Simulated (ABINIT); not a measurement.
The system is Bi.

```
Bi
1.0
     2.26750    1.30914    3.93800
    -2.26750    1.30914    3.93800
     0.00000   -2.61828    3.93800
Bi
2
Cartesian
  0.0000 0.0000 9.0495
  0.0000 0.0000 2.7645
```

Base run:

* Program: ABINIT 10.8.3 (patched build)
* Functional: r2SCAN
* Potentials or basis: PseudoDojo NC SR PBE v0.4.1 standard
* Cutoff: 1088 eV
* k mesh: 7 × 7 × 7
* Occupations: fermi-dirac, width 0.05 eV
* Spin: no spin polarisation

Its results: band gap on the k mesh 0.28 eV, indirect (least direct gap 0.58 eV); pressure 0.4 GPa; largest force 0.061 eV/Å.

Question: The run is repeated on the same cell with these changes: potentials or basis from PseudoDojo NC SR PBE v0.4.1 standard to Ansatz PAW PBE default generated set, frozen core; cutoff from 1088 eV to 490 eV. What comes out?

Answer: Band gap on the k mesh 0.29 eV, indirect (least direct gap 0.62 eV); pressure 1.2 GPa; largest force 0.025 eV/Å.

Caveats: spin-orbit coupling is left out, which as a rule narrows the gap of such compounds by several tenths of an eV; an odd mesh through Γ misses points on the zone boundary, where band edges often lie; a meta-GGA on potentials with a model core is unreliable (some runs); the potentials were made for another functional, which shifts forces and pressure (some runs); the PAW data sets were made with another functional, which shifts forces and pressure a little (some runs).
